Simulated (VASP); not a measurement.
# NbP (I4_1md) in VASP: relaxation of the atoms with PBE

Aim: the relaxation of the atoms of NbP with PBE.

All numbers are computed with VASP 6.6.1; they aren't measurements. Logs are shortened: lines on timing, memory, paths and dates and some standing lists are left out, and cuts for length are marked.

## 1. The structure

It takes space group I4_1md (No. 109, tetragonal). The conventional cell has a = 3.335 Å, b = 3.335 Å, c = 11.379 Å, α = 90.00°, β = 90.00°, γ = 90.00°. Around Nb (site symmetry 2mm) lie 6 P at 2.53 to 2.54 Å. P (site symmetry 2mm) is surrounded by 6 Nb at 2.53 to 2.54 Å.

The cell is a database's computed one.

## 2. Relaxation of the atoms, PBE

File INCAR:

```
PREC = Accurate
ENCUT = 520
EDIFF = 1E-7
ISMEAR = 0
SIGMA = 0.1
LREAL = F
LASPH = T
NELM = 80
ALGO = Fast
ISIF = 2
LWAVE = F
LCHARG = F
GGA = PE
IBRION = 2
NSW = 80
EDIFFG = -0.002
```

File KPOINTS:

```
regular mesh
0
Gamma
  18 18 18
```

File POSCAR:

```
NbP
1.0
   -1.6675000000      1.6675000000      5.6895000000
    1.6675000000     -1.6675000000      5.6895000000
    1.6675000000      1.6675000000     -5.6895000000
Nb P
2 2
Direct
    0.7498808000      0.7498808000      0.0000000000
    0.4998808000      0.9998808000      0.5000000000
    0.3327477700      0.3327477700      0.0000000000
    0.0827477800      0.5827477800      0.5000000000
```

Potentials or basis: VASP PAW PBE potentials, release 64 (Nb_sv, P).

On the command line:

```
$ cat potpaw_PBE.64/Nb_sv/POTCAR potpaw_PBE.64/P/POTCAR > POTCAR
$ mpirun -np 1 vasp_std > vasp.out
```

OUTCAR:

```text
PREC = Accurate
   ENCUT = 520
   EDIFF = 1E-7
   ISMEAR = 0
   LREAL = F
   LASPH = T
   NELM = 80
   ISIF = 2
   GGA = PE
   IBRION = 2
   NSW = 80
   EDIFFG = -0.002

 ion  position               nearest neighbor table
   1  0.750  0.750  0.000-   4 2.53   4 2.53   3 2.54   3 2.54   3 2.54   3 2.54
   2  0.500  1.000  0.500-   3 2.53   3 2.53   4 2.54   4 2.54   4 2.54   4 2.54
   3  0.333  0.333  0.000-   2 2.53   2 2.53   1 2.54   1 2.54   1 2.54   1 2.54
   4  0.083  0.583  0.500-   1 2.53   1 2.53   2 2.54   2 2.54   2 2.54   2 2.54

  LATTYP: Found a body centered tetragonal cell.
 ALAT       =     3.3350000000
 C/A-ratio  =     3.4119940030

  Lattice vectors:

 A1 = (  -1.6675000000,   1.6675000000,   5.6895000000)
 A2 = (   1.6675000000,  -1.6675000000,   5.6895000000)
 A3 = (   1.6675000000,   1.6675000000,  -5.6895000000)

Analysis of symmetry for initial positions (statically):
=====================================================================
 Subroutine PRICEL returns:
 Original cell was already a primitive cell.

 Routine SETGRP: Setting up the symmetry group for a
 body centered tetragonal supercell.

 Subroutine GETGRP returns: Found  8 space group operations
 (whereof  4 operations were pure point group operations)
 out of a pool of 16 trial point group operations.

The static configuration has the point symmetry C_2v.
 The point group associated with its full space group is C_4v.

Analysis of symmetry for dynamics (positions and initial velocities):
=====================================================================
 Subroutine PRICEL returns:
 Original cell was already a primitive cell.

 Routine SETGRP: Setting up the symmetry group for a
 body centered tetragonal supercell.

 Subroutine GETGRP returns: Found  8 space group operations
 (whereof  4 operations were pure point group operations)
 out of a pool of 16 trial point group operations.

The dynamic configuration has the point symmetry C_2v.
 The point group associated with its full space group is C_4v.

 Subroutine INISYM returns: Found  8 space group operations
 (whereof  4 operations are pure point group operations),
 and found     1 'primitive' translations

----------------------------------------------------------------------------------------

                                     Primitive cell

  volume of cell :      63.2799

  direct lattice vectors                    reciprocal lattice vectors
[... 104 lines left out ...]
   EMIN   =  10.00;   EMAX   =-10.00  energy-range for DOS
   EFERMI =   0.00;   METHOD = LEGACY
   ISMEAR =     0;   SIGMA  =   0.10  broadening in eV -4-tet -1-fermi 0-gaus
   EFERMI_NEDOS =   21; number of points for ismear=-14 and -15
   IALGO  =     68    algorithm
   IMIX   =      4    mixing-type and parameters
     AMIX     =   0.40;   BMIX     =  1.00
     AMIX_MAG =   1.60;   BMIX_MAG =  1.00
  volume/ion in A,a.u.               =      15.82       106.76
  Fermi-wavevector in a.u.,A,eV,Ry     =   1.356502  2.563417 25.036045  1.840097
  Thomas-Fermi vector in A             =   2.483500
   LORBIT       =      0    0 simple, 1 ext, 2 COOP (PROOUT), +10 PAW based schemes
   GGA     = PE    functional components
   LHFCALC =     F    Hartree Fock is set to
   AEXX    =    0.0000 exact exchange contribution
   IVDW    =     0    specifies the selected vdW correction
   LEPSILON=     F    determine dielectric tensor
   LRPA    =     F    only Hartree local field effects (RPA)
 conjugate gradient relaxation of ions
 non-spin polarized calculation
 RMM-DIIS sequential band-by-band and
 Gauss-broadening in eV      SIGMA  =   0.10
  energy-cutoff  :      520.00
  volume of cell :       63.28
 maximum number of plane-waves:      1722
 NGX is ok and might be reduce to    48
   NGX = 23   NGY = 23   NGZ = 23

--------------------------------------- Ionic step        1  -------------------------------------------

 number of electron      36.0000000 magnetization

 Free energy of the ion-electron system (eV)
  ---------------------------------------------------
  ext. energy  EPLUGINS =         0.00000000
  ---------------------------------------------------
  free energy    TOTEN  =       -35.31776044 eV

  energy without entropy =      -35.31576492  energy(sigma->0) =      -35.31676268

------------------------ aborting loop because EDIFF is reached ----------------------------------------

  FORCE on cell =-STRESS in cart. coord.  units (eV):
  Direction    XX          YY          ZZ          XY          YZ          ZX
  --------------------------------------------------------------------------------------
  -------------------------------------------------------------------------------------
  Total        0.7186057      0.7186057      0.7169222      0.0000000      0.0000000      0.0000000
  in kB       18.1943034     18.1943034     18.1516812      0.0000000      0.0000000      0.0000000
  external PRESSURE =      18.1800960 kB  Pullay stress =       0.0000000 kB
[... 63 lines left out ...]
--------------------------------------- Ionic step        3  -------------------------------------------

 number of electron      36.0000000 magnetization

 Free energy of the ion-electron system (eV)
  ---------------------------------------------------
  ext. energy  EPLUGINS =         0.00000000
  ---------------------------------------------------
  free energy    TOTEN  =       -35.31795677 eV

  energy without entropy =      -35.31596490  energy(sigma->0) =      -35.31696084

 E-fermi :  10.7992     XC(G=0): -12.0759

 val. band max:       10.7728025960   @ k =  -0.1667  -0.4444   0.1667
 cond. band min:      10.7997531707   @ k =  -0.0556  -0.4444   0.0556
 fundamental gap:      0.0269505747
 Fermi energy:        10.7992207447

 k-point     1 :       0.0000    0.0000    0.0000
  band No.  band energies     occupation
      1     -44.1024      2.00000
      2     -44.0615      2.00000
      3     -20.3870      2.00000
      4     -20.1703      2.00000
      5     -20.1703      2.00000
      6     -20.0233      2.00000
[... 589 lines left out ...]
     21      12.6621      0.00000
     22      13.6055      0.00000

 [... further k-points ...]

------------------------ aborting loop because EDIFF is reached ----------------------------------------

  FORCE on cell =-STRESS in cart. coord.  units (eV):
  Direction    XX          YY          ZZ          XY          YZ          ZX
  --------------------------------------------------------------------------------------
  -------------------------------------------------------------------------------------
  Total        0.7401024      0.7401024      0.6619046      0.0000000      0.0000000      0.0000000
  in kB       18.7385768     18.7385768     16.7586954      0.0000000      0.0000000      0.0000000
  external PRESSURE =      18.0786164 kB  Pullay stress =       0.0000000 kB
[... 19 lines left out ...]
  FREE ENERGIE OF THE ION-ELECTRON SYSTEM (eV)
  ---------------------------------------------------
  free  energy   TOTEN  =       -35.3179567725 eV

  energy  without entropy=      -35.3159648977  energy(sigma->0) =      -35.31696084

 reached required accuracy - stopping structural energy minimisation
```

OSZICAR:

```text
N       E                     dE             d eps       ncg     rms          rms(c)
DAV:   1     0.366839842140E+03    0.36684E+03   -0.19603E+04 21128   0.164E+03
DAV:   2    -0.472091013034E+01   -0.37156E+03   -0.36527E+03 25750   0.600E+02
DAV:   3    -0.356864409051E+02   -0.30966E+02   -0.30506E+02 38200   0.125E+02
[... 45 lines left out ...]
DAV:   1    -0.353179520404E+02    0.99502E-06   -0.76417E-04 26702   0.274E-01    0.663E-03
RMM:   2    -0.353179559622E+02   -0.39218E-05   -0.41909E-05 22896   0.679E-02    0.217E-03
RMM:   3    -0.353179566170E+02   -0.65478E-06   -0.65224E-06 27982   0.287E-02    0.201E-03
RMM:   4    -0.353179567549E+02   -0.13792E-06   -0.16546E-06 24259   0.109E-02    0.154E-03
RMM:   5    -0.353179567725E+02   -0.17589E-07   -0.42670E-07 16092   0.829E-03
   3 F= -.35317957E+02 E0= -.35316961E+02  d E =-.196335E-03
```

It took 53 min on 1 thread of Intel Xeon 6975P-C (Granite Rapids), shared host; peak memory 0.8 GiB.

Results:

```yaml
Free_energy: -35.3180 eV
Energy_gained_by_relaxing: 0.0 meV/atom
Ionic_steps: 3
Pressure_after_relaxing: 1.8 GPa
Band_gap_on_the_k_mesh: none (metal or under the smearing width)
```

Stress tensor (GPa, compression positive):
```
1.87 0.00 0.00
0.00 1.87 0.00
0.00 0.00 1.68
```

The path:
| step | energy change (eV) | largest force (eV/Å) | pressure (GPa) |
| --- | --- | --- | --- |
| 1 | 0.0000 | 0.0480 | 1.82 |
| 2 | -0.0002 | 0.0067 | 1.81 |
| 3 | -0.0002 | 0.0002 | 1.81 |

Final structure:
```xyz
4
Lattice="-1.6675 1.6675 5.6895 1.6675 -1.6675 5.6895 1.6675 1.6675 -5.6895" Properties=species:S:1:pos:R:3 pbc="T T T"
Nb    0.0000    0.0000    8.5349
Nb    0.0000    1.6675    0.0007
P     0.0000    0.0000    3.7843
P     1.6675    0.0000    0.9396
```

Levels at points of the mesh, in eV from the Fermi level:
| k point | band 15 | band 16 | band 17 | band 18 | band 19 | band 20 | band 21 | band 22 |
| --- | --- | --- | --- | --- | --- | --- | --- | --- |
| (0.00, 0.00, 0.00) | -2.17 | -1.72 | -1.37 | -1.37 | 0.82 | 1.62 | 2.73 | 3.19 |
| (0.50, 0.00, 0.00) | -2.36 | -1.87 | -1.53 | -0.10 | 0.06 | 1.33 | 2.51 | 2.68 |
| (0.50, 0.50, 0.00) | -2.86 | -2.86 | -0.44 | -0.44 | 3.02 | 3.02 | 3.13 | 3.13 |
| (0.50, 0.50, 0.50) | -2.72 | -2.72 | -0.53 | -0.53 | 1.20 | 1.20 | 2.36 | 2.37 |
